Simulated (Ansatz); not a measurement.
## ZnS: what the electron mass says about interband coupling

Computed with Ansatz, DFT PBE, scalar-relativistic, plane waves, PAW.

Settings: cutoff 420 eV, Γ-centred mesh 12×12×4 on the computed 8-atom cell, Gaussian smearing of 0.02 eV; no spin polarisation.

Relaxed cell: P6_3mc, a = 3.847 Å, b = 3.847 Å, c = 12.590 Å, α = 90.00°, β = 90.00°, γ = 120.00°, 8 atoms in the primitive cell.

The direct gap at Γ is 2.049 eV, and at Γ the conduction band has a mass of 0.1736 mₑ and the lightest hole 0.1679 mₑ, both along y.

Q: Use two-band k·p theory to get the Kane energy. As an exercise, what mass follows if the true gap is 1.5 times the computed one (semilocal functionals can miss by more, threefold or worse in zinc and cadmium oxides)?

A: Coupling to the valence top alone gives mₑ/m* = 1 + E_P/E_g, so E_P = E_g (mₑ/m* − 1) = 2.049 × (5.76 − 1) = 9.8 eV. The light hole is the mirror band, mₑ/mₗₕ = E_P/E_g − 1, and gives 14.2 eV; the spread shows what other bands add. Fits to experiment give about 15 to 31 eV for common tetrahedral semiconductors; the figure from the electron is a net one, lowered by higher conduction bands, and semilocal functionals tend to give less. With E_P fixed and E_g = 3.07 eV the mass becomes 0.24 mₑ: in this model the mass grows with the gap, in proportion where E_P ≫ E_g, which is why functionals that close gaps give light electrons. A correction that opens the gap also strengthens the coupling, so the true mass usually rises less. Remote bands and spin-orbit splitting are left out of the model.

Cost: 3 runs of about 7.9 core-minutes in all, on Arm Neoverse V1 (shared hosts).

The electron and the light hole have nearly equal masses, as expected when an s-like conduction edge, mainly Zn 4s and S 3s antibonding, repels a valence top of mostly S 3p character. Their order, however, is not that of an isolated pair: the free-electron term should make the electron the lighter of the two, yet the hole is slightly lighter. Higher p-like conduction states probably account for this, since they push both band edges downward away from Γ, flattening the conduction band and sharpening the hole band.

The computed gap is well below the known gap of ZnS. Besides the missing derivative discontinuity, the semilocal functional places Zn 3d too close to S 3p, so p–d repulsion raises the valence top. The same mixing dilutes its p character and probably weakens the coupling to the conduction edge. The masses along y don't settle transport along the hexagonal axis, where the conduction edge couples to the crystal-field-split p_z state instead.
